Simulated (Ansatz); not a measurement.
A crystal in the antifluorite structure was computed with PBE in Ansatz (plane waves, PAW datasets (generated soft set 1); cutoff 420 eV), no spin polarisation, no spin–orbit coupling, Fermi–Dirac smearing of 0.061 eV, k-spacing 0.06 Å⁻¹. It has a₀ = 6.551 Å and B₀ = 55 GPa.

(1) Which is it?
A. Pb2O
B. Li2O
C. Co2O
D. Zn2O
E. Cl2O

## Answers

(1) A. The five: Pb2O 6.551 Å, 55 GPa; Zn2O 5.458 Å, 90 GPa; Cl2O 6.020 Å, 42 GPa; Co2O 4.924 Å, 186 GPa; Li2O 4.625 Å, 79 GPa.

Model structures, not the usual forms at ambient conditions (metastable or hypothetical): Pb2O, Zn2O, Cl2O, Co2O. Spin polarisation is left out, and a magnetic state may lie lower for Cl2O, Co2O. Spin–orbit coupling is left out, which matters for 6p elements such as Tl, Pb and Bi.
